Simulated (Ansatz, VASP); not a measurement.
# NaH: VASP beside Ansatz

Contents of POSCAR:

```
NaH
1.0
    3.0482206591      0.0000000000      0.0000000000
    0.0000000000      3.0482206591      0.0000000000
    0.0000000000      0.0000000000      2.9323912064
Na H
1 1
Direct
    0.0000000000      0.0000000000      0.0000000000
    0.5000000000      0.5000000000      0.5000000000
```

The input INCAR.step1:

```
SYSTEM = NaH
PREC     = Accurate       ! precision mode
ENCUT    = 520            ! plane-wave cutoff, eV
ISMEAR   = 0              ! smearing method
SIGMA    = 0.01           ! smearing width, eV
LREAL    = .False.        ! projectors in reciprocal space
LASPH    = .True.         ! aspherical terms in the spheres
NELM     = 80             ! most SCF steps
NBANDS   = 11             ! bands
GGA      = PE             ! functional
ALGO     = Normal         ! electronic algorithm
EDIFF    = 1E-4           ! SCF threshold, eV
LWAVE    = .True.         ! write WAVECAR
LCHARG   = .False.        ! write CHGCAR
```

INCAR.step2

```
SYSTEM = NaH
PREC     = Accurate       ! precision mode
ENCUT    = 520            ! plane-wave cutoff, eV
EDIFF    = 1E-6           ! SCF threshold, eV
ISMEAR   = 0              ! smearing method
SIGMA    = 0.01           ! smearing width, eV
LREAL    = .False.        ! projectors in reciprocal space
LASPH    = .True.         ! aspherical terms in the spheres
NELM     = 80             ! most SCF steps
ALGO     = Normal         ! electronic algorithm
ISIF     = 2              ! what is computed and relaxed
LWAVE    = .False.        ! write WAVECAR
LCHARG   = .False.        ! write CHGCAR
METAGGA  = R2SCAN         ! meta-GGA
LMIXTAU  = .True.       
NBANDS   = 11             ! bands
ISTART   = 1
```

Contents of KPOINTS:

```
regular mesh
0
Gamma
  8 8 8
  0 0 0
```

Input for Ansatz:

```yaml
crystal:
  lattice:
    - [3.0482206591, 0.0, 0.0]
    - [0.0, 3.0482206591, 0.0]
    - [0.0, 0.0, 2.9323912064]
  atoms:
    - { symbol: Na, position: [0.0, 0.0, 0.0] }
    - { symbol: H, position: [0.5, 0.5, 0.5] }
kpoints:
  mp_grid: { grid: [8, 8, 8] }
  band_path:
    path: [[0.0, 0.0, 0.0], [0.0, 0.5, 0.0], [0.5, 0.5, 0.0], [0.5, 0.5, 0.5]]
    npoints: 1
hamiltonian:
  xc: r2scan
scf:
  occupations: { method: fixed }
  n_extra_bands: 4
output:
  forces: true
  stress: true
  eigenvalues: true
```

Change from the starting cell: biaxial_xy strain +4.0%.

Alike in both runs: task single point; functional r2SCAN; k mesh 8 × 8 × 8; no spin polarisation.

|  | VASP | Ansatz |
| --- | --- | --- |
| version | VASP 6.6.1 | Ansatz 0.2.0 |
| potentials or method | VASP PAW PBE potentials, release 64 (Na_pv, H) | plane waves, PAW |
| plane-wave cutoff (eV) | 520 | 500 |
| occupations | gaussian, width 0.01 eV | fixed |
| valence electrons in the cell | 8 | 10 |

Ansatz gave:

```
gap on the k mesh at the Fermi level (eV)       : 1.45
pressure (GPa)                                  : -1.7
largest component of the traceless stress (GPa) : 2.82
```

Question: What did VASP give for the same quantities?

Answer: gap on the k mesh at the Fermi level (eV): 1.47; pressure (GPa): -2.0; largest component of the traceless stress (GPa): 2.82.

The two sets of potentials don't hold the same shells in valence.

Caveats: the PAW data sets were made with another functional, which shifts forces and pressure a little (VASP). A k mesh can miss the band edges.
